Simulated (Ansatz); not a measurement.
System: α-phase Li3N. Method: r²SCAN0 (plane waves, PAW; Ansatz, an electronic-structure program).

Settings: plane-wave cutoff 520 eV, 9×9×8 k mesh (along the axes of the cell as run), Fermi–Dirac smearing 0.01 eV, scalar-relativistic PAW data made under PBE.

The cell has the measured lattice parameters. Conventional cell: a = 3.6520 Å, b = 3.6520 Å, c = 3.8660 Å, α = 90.00°, β = 90.00°, γ = 120.00°.

```
CELL_PARAMETERS angstrom
     -1.82600    -3.16273     0.00000
     -1.82600     3.16273     0.00000
      0.00000     0.00000    -3.86600
ATOMIC_POSITIONS crystal
  Li 0.33333 0.66667 0.00000
  Li 0.66667 0.33333 0.00000
  Li 0.00000 0.00000 0.50000
  N  0.00000 0.00000 0.00000
```

### Question
List the 5 lowest band energies at Γ above −25 eV (eV, relative to the valence band maximum), grouping those that round alike.

### Answer
At Γ: -13.28, -1.62, -0.22 (×2), 2.87.

Note: the run warned that its exchange threshold was loose for the stress; cell and atoms aren't relaxed at this level (pressure -2.5 GPa).
